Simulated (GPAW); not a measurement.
The system is C.

```xyz
2
Lattice="0.0000 1.7834 1.7834 1.7834 0.0000 1.7834 1.7834 1.7834 0.0000" Properties=species:S:1:pos:R:3 pbc="T T T"
C     0.8917    0.8917    0.8917
C     0.0000    0.0000    0.0000
```

This isn't the form of C at room conditions, which is graphite.

Base run:

| Quantity | Value |
| --- | --- |
| Program | GPAW 26.7.0 |
| Functional | TASK |
| Potentials or basis | GPAW PAW data sets (gpaw-data 1.2.1) |
| Cutoff | 800 eV |
| Basis | pw |
| k mesh | 10 × 10 × 10 |
| Occupations | fermi-dirac, width 0.05 eV |
| Spin | no spin polarisation |

Its results: band gap on the k mesh 4.38 eV, indirect (least direct gap 5.78 eV).

Task: After a change of settings the same cell gave: band gap on the k mesh 4.18 eV, indirect (least direct gap 5.59 eV). Which change was it?
A. functional from TASK to PBE; basis from pw to fd
B. functional from TASK to HSE03; cutoff from 800 eV to 600 eV; k mesh from 10 × 10 × 10 to 6 × 6 × 6
C. functional from TASK to HSE06; cutoff from 800 eV to 600 eV; k mesh from 10 × 10 × 10 to 7 × 7 × 7

Result: A.
